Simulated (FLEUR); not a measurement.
BN:

```
CELL_PARAMETERS angstrom
2.55394 0.00000 0.00000
-1.27697 2.21178 0.00000
0.00000 0.00000 4.22685
ATOMIC_POSITIONS crystal
N 0.33333 0.66667 0.12528
N 0.66667 0.33333 0.62528
B 0.33333 0.66667 0.49972
B 0.66667 0.33333 0.99972
```

Measurements of this composition are mostly on another form, of space group No. 194.

Base run:

```yaml
Program: FLEUR MaX-R8.1 (later development tree)
Functional: r2SCAN
Potentials_or_basis: all-electron
Basis: FLAPW
Kmax: 5.26 1/bohr
k_mesh: 12 × 12 × 6
Occupations: fermi-dirac, width 0.05 eV
Spin: no spin polarisation
```

Its results: band gap on the k mesh 5.73 eV, indirect (least direct gap 8.93 eV).

Problem. The run is repeated on the same cell with these changes: functional from r2SCAN to LDA. What comes out?

Solution. Band gap on the k mesh 4.98 eV, indirect (least direct gap 8.11 eV).

r2SCAN gives the wider gap, since meta-GGAs in the generalised Kohn-Sham scheme recover part of the derivative discontinuity.

Caveats: the meta-GGA is that of a development version, with a GGA for the radial functions and cores and without core tails (some runs).

Not every run made on this cell is shown here.
